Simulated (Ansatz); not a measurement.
# Zn (P6_3/mmc) in Ansatz: further runs

One crystal, Zn, is run at these levels: PBEsol; tasks: single point.

Program: Ansatz 0.2.0. These are calculated values, not measurements. Logs are shortened: lines on timing, memory, paths and dates and some standing lists are left out, and cuts for length are marked.

### 1 The undisturbed crystal

The structure is hexagonal, space group P6_3/mmc (No. 194). Conventional cell: a = 2.670 Å, b = 2.670 Å, c = 4.966 Å, α = 90.00°, β = 90.00°, γ = 120.00°. Zn (site symmetry -6m2) is surrounded by 12 Zn at 2.67 to 2.92 Å.

### 2 Single point, PBEsol, 15.32 Å³/atom (strain_shear_xy = -0.04)

input.yaml

```yaml
crystal:
  lattice:
    - [2.67, -0.0534, 0.0]
    - [-1.3812457566, 2.3389878281, 0.0]
    - [0.0, 0.0, 4.966]
  atoms:
    - { symbol: Zn, position: [0.6666666667, 0.3333333333, 0.75] }
    - { symbol: Zn, position: [0.3333333333, 0.6666666667, 0.25] }
kpoints:
  mp_grid: { grid: [11, 11, 6] }
scf:
  occupations: { method: fermi_dirac, width: 0.05 }
hamiltonian:
  xc: pbesol
  pseudopotentials: { kind: all_electron, lapw: { basis_error: 0.001 } }
output:
  forces: true
  stress: true
  eigenvalues: true
```

Potentials or basis: all-electron LAPW, scalar-relativistic.

Command:

```sh
> ansatz run input.yaml --threads 1 --pin off --max-ram 3072MiB --backend cpu --events-out ev --progress --plain --runs-dir out
```

Output:

```text
Warning: RAYON_NUM_THREADS=1 ignored (pool sized by the plan → 1); use --threads N
LAPW: plane waves up to 8.500 Å⁻¹, error target 1.0e-3 eV per atom; small_component_spin mean_spin; Zn in spheres of 1.312 Å, 20 of its electrons in bands, Dirac shells [] (how accurate: hamiltonian.pseudopotentials.lapw.basis_error, Limitations)
Engine: ansatz 0.2.0, aarch64-unknown-linux-gnu
Pseudopotentials: kind: all_electron
Pseudopotential: Zn, LAPW, valence charge 20, lapw/all_electron/scalar/gaussian/Zn, Koelling and Harmon's equation, gaussian nucleus
Functional definition: PBEsol
  exchange = pbesol_x
  correlation = pbesol_c
Crystal: 2 atoms, lattice volume = 30.647 Å³
Basis set: ecut = 275.2745285662003 eV, 329 PW (Γ), exchange–correlation at level 2
Bands: 24, of which v1, the nominal top of the filled ones, is band 20 counted from 1 (19 counted from 0)
Symmetry: 4 space group operations
Space group: P21/m (ITA 11), of the structure as read, at distance tolerance 3.1e-5 Å
k-points: 244 of 726
Non-local potential: Zn, projectors of the file, none
Initial density: superposition of atomic densities (chi_scale 0.1, normalization cell)
Initial wavefunctions: plane waves of lowest kinetic energy (no species holds an atomic orbital)
Functional: x = pbesol(κ = 0.804, μ = 0.12345679012345678), c = pbesol(β = 0.046)
iter 1 solved again at ethr=2.12e-4 eV; its pass at ethr=1.00e-1 eV (dr2=8.47e-2 eV) is discarded
SCF iter   1: F=—  HF=-97670.023038 eV  |F-HF|=—  |Δ(HF+E_count)|=         —  Δρ=2.11e-2  dr2=8.50e-2  ethr=2.12e-4  ⟨swp⟩=2.9  Hψ=38528  notcnv=0
preconditioner: auto → Kerker (q_TF=auto, 2.852 Å⁻¹)  [metal: Δε(μ)=0.025 eV  Ē_g=12.276 eV  σ=0.050 eV  W_gap=0.12  n_scr=10 (ndim 8)  ℏωp=32.9 eV  f_vac=0.000  D(μ)=0.55/eV (n_scr^D=2)]
SCF iter   2: F=—  HF=-97669.901469 eV  |F-HF|=—  |Δ(HF+E_count)|=   1.22e-1  Δρ=8.05e-3  dr2=1.68e-2  ethr=2.12e-4  ⟨swp⟩=3.0  Hψ=19235  notcnv=0
SCF iter   3: F=—  HF=-97669.774533 eV  |F-HF|=—  |Δ(HF+E_count)|=   1.27e-1  Δρ=9.43e-3  dr2=2.09e-2  ethr=4.20e-5  ⟨swp⟩=3.0  Hψ=18385  notcnv=0
SCF iter   4: F=—  HF=-97669.766205 eV  |F-HF|=—  |Δ(HF+E_count)|=   8.33e-3  Δρ=3.82e-3  dr2=4.21e-3  ethr=4.20e-5  ⟨swp⟩=2.0  Hψ=16825  notcnv=0
iter 5 solved again at ethr=2.83e-7 eV; its pass at ethr=1.05e-5 eV (dr2=1.13e-4 eV) is discarded
SCF iter   5: F=—  HF=-97669.766637 eV  |F-HF|=—  |Δ(HF+E_count)|=   4.32e-4  Δρ=6.40e-4  dr2=1.13e-4  ethr=2.83e-7  ⟨swp⟩=2.0  Hψ=28812  notcnv=0
SCF iter   6: F=—  HF=-97669.766604 eV  |F-HF|=—  |Δ(HF+E_count)|=   3.39e-5  Δρ=1.30e-4  dr2=4.94e-6  ethr=2.83e-7  ⟨swp⟩=2.0  Hψ=16819  notcnv=0
SCF iter   7: F=—  HF=-97669.766602 eV  |F-HF|=—  |Δ(HF+E_count)|=   2.06e-6  Δρ=2.61e-5  dr2=2.75e-7  ethr=1.23e-8  ⟨swp⟩=2.0  Hψ=16819  notcnv=0
SCF iter   8: F=-97669.766601 eV  HF=-97669.766601 eV  |F-HF|=2.23e-8  |Δ(HF+E_count)|=   5.54e-8  Δρ=5.64e-6  dr2=1.05e-8  ethr=6.87e-10  ⟨swp⟩=2.0  Hψ=16819  notcnv=0
SCF 1 converged in 8 iterations: F = -97669.766601 eV  dr2 = 1.05e-8
SCF converged after 8 iterations
Free energy (F): -97669.766601 eV
Harris-Foulkes:  -97669.766601 eV  (|F-HF|=2.23e-8)
Internal energy: -97669.762001 eV  (E = F + TS)
E sigma→0 (E₀):  -97669.764301 eV
Entropy (-TS):   -0.004600 eV (-2.300 meV/atom)
Fermi energy:    13.491363 eV
--- Per-component energies (eV) ---
  E_band       = -1093.959666
  E_kinetic    = 99453.686712
  E_xc         = -3822.204167
  E_electrostatic = -193301.244547  (all electrons and nuclei)
  E_smearing   = -0.004600  (= −TS)
  E_closure    = 0.000000  (closes the sum)
  E_atoms      = -97666.664271  (free atoms, spherical and without spin; not in F)
  Σ components = -97669.766601   (vs F -97669.766601, Δ=0.00e0)
  Basis errors (estimates in eV, not in F): energy 2.8e-4 per atom: plane waves 2.6e-4 (1.4e-4 summed), levels above the bands 1.3e-59, relativity 7.0e-9, radial functions 1.3e-5, core shells 1.1e-11; eigenvalues (radial functions only) 1.1e-5; not estimated: angular momenta, meshes, grids; target (lapw.basis_error) 1.0e-3; muffin-tin radii Zn 1.312 Å
--- Forces (eV/Å), atoms counted from 1 ---
  atom   1  Zn     0.01319922    -0.00541954     0.00000000
  atom   2  Zn    -0.01319922     0.00541954     0.00000000
  max |Σ_I F_I| component: 0.00e0 eV/Å
--- Stress (GPa, compression-positive) ---
       -5.338466       1.564116       0.000000
        1.564116      -6.260583       0.000000
        0.000000       0.000000      -4.601496
  P = ⅓ Tr σ = -5.4002 GPa (-54.002 kbar)
--- Band table (eV; the first three rows and the last of 244) ---
  k-point 0: bands = ["-112.5970", "-112.5962", "-66.9231", "-66.9114", "-66.8969", "-66.8961", "-66.8955", "-66.8948", "3.2176", "5.0382", "5.7413", "5.8901", "5.9448", "6.0602", "6.1050", "6.3386", "6.3707", "6.5461", "6.5733", "9.9518", "10.5193", "26.9628", "30.1178", "30.5714"]
  k-point 1: bands = ["-112.5970", "-112.5962", "-66.9224", "-66.9122", "-66.8968", "-66.8960", "-66.8956", "-66.8949", "3.3833", "5.0176", "5.7457", "5.8890", "5.9373", "6.0574", "6.0978", "6.3573", "6.3900", "6.5361", "6.5640", "8.2912", "12.5471", "24.5950", "30.3145", "31.3366"]
  k-point 2: bands = ["-112.5968", "-112.5964", "-66.9202", "-66.9143", "-66.8965", "-66.8959", "-66.8958", "-66.8951", "3.8539", "4.8987", "5.7884", "5.8903", "5.9194", "6.0559", "6.0808", "6.4037", "6.4367", "6.5063", "6.5358", "6.8309", "15.1595", "21.2612", "30.7534", "31.7441"]
  k-point 243: bands = ["-112.5938", "-112.5938", "-66.9239", "-66.9239", "-66.9136", "-66.9136", "-66.9048", "-66.9048", "5.3821", "5.3821", "5.6243", "5.6243", "6.2560", "6.2560", "6.4616", "6.4616", "6.6469", "6.6469", "10.4322", "10.4322", "16.3601", "16.3601", "22.4537", "22.4537"]
```

It took 42 s on 1 thread of Arm Neoverse V2, shared host; peak memory 0.59 GiB.

What came out:

```
Free energy            : -97669.7666 eV
Pressure               : -5.4 GPa
Largest force          : 0.014 eV/Å
Band gap on the k mesh : none (metal or under the smearing width)
```

### 3 Single point, PBEsol, 15.33 Å³/atom (strain_shear_xy = -0.02)

Changes to input.yaml since step 2:

```diff
@@ -2,4 +2,4 @@
   lattice:
-    - [2.67, -0.0534, 0.0]
-    - [-1.3812457566, 2.3389878281, 0.0]
+    - [2.67, -0.0267, 0.0]
+    - [-1.3581228783, 2.3256378281, 0.0]
     - [0.0, 0.0, 4.966]
```

Potentials or basis: all-electron LAPW, scalar-relativistic.

Command:

```sh
> ansatz run input.yaml --threads 1 --pin off --max-ram 3072MiB --backend cpu --events-out ev --progress --plain --runs-dir out
```

Run time: 45 s. Hardware: 1 thread of Arm Neoverse V2, shared host; peak memory 0.62 GiB.

It converged, with:

```
Free energy            : -97669.7706 eV
Pressure               : -5.6 GPa
Largest force          : 0.005 eV/Å
Band gap on the k mesh : none (metal or under the smearing width)
```
